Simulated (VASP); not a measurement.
A run of VASP 6.6.1 is set up as follows.

Contents of INCAR:

```
ALGO     = Fast           # electronic algorithm
EDIFF    = 1E-7           # SCF threshold, eV
EDIFFG   = -0.005         # ionic threshold
ENCUT    = 600            # plane-wave cutoff, eV
GGA      = PS             # functional
IBRION   = 2              # ionic algorithm
ISIF     = 3              # what is computed and relaxed
ISMEAR   = -1             # smearing method
IVDW     = 12             # dispersion correction
LASPH    = True           # aspherical terms in the spheres
LCHARG   = False          # write CHGCAR
LREAL    = False          # projectors in reciprocal space
LWAVE    = False          # write WAVECAR
NELM     = 80             # most SCF steps
NSW      = 40             # ionic steps
PREC     = Accurate       # precision mode
SIGMA    = 0.05           # smearing width, eV
```

The input KPOINTS:

```
k-points
0
Gamma
  11 11 11
```

Contents of POSCAR:

```
Ag
1.0
    0.0000000000      2.0427500000      2.0427500000
    2.0427500000      0.0000000000      2.0427500000
    2.0427500000      2.0427500000      0.0000000000
Ag
1
Direct
    0.0000000000      0.0000000000      0.0000000000
```

Potentials or basis: VASP PAW PBE potentials, release 64 (Ag).

Run with:

```console
$ cat potpaw_PBE.64/Ag/POTCAR > POTCAR
$ mpirun -np 1 vasp_std > vasp.out
```

Q: What does it give for the band gap on the k mesh?

A: None (metal or under the smearing width).

Q: Predict the dispersion energy per atom.

A: -0.587 eV.

Q: Estimate the relaxed cell.

A: a = 2.820 Å, b = 2.820 Å, c = 2.820 Å, α = 60.00°, β = 60.00°, γ = 60.00°.

Q: What does it give for the relaxed volume?

A: 15.86 Å³/atom.

The path:
```tsv
step	energy change (eV)	largest force (eV/Å)	pressure (GPa)	volume (Å³)
1	0.0000	0.0000	-8.34	17.05
2	-0.0070	0.0000	10.07	14.95
3	-0.0336	0.0000	-0.36	15.87
4	-0.0335	0.0000	0.25	15.84
5	-0.0336	0.0000	-0.19	15.89
6	-0.0336	0.0000	0.02	15.86
```

Caveat: the PAW data sets were made with another functional, which shifts forces and pressure a little; pairwise dispersion overbinds metals, which lowers pressure and volume.
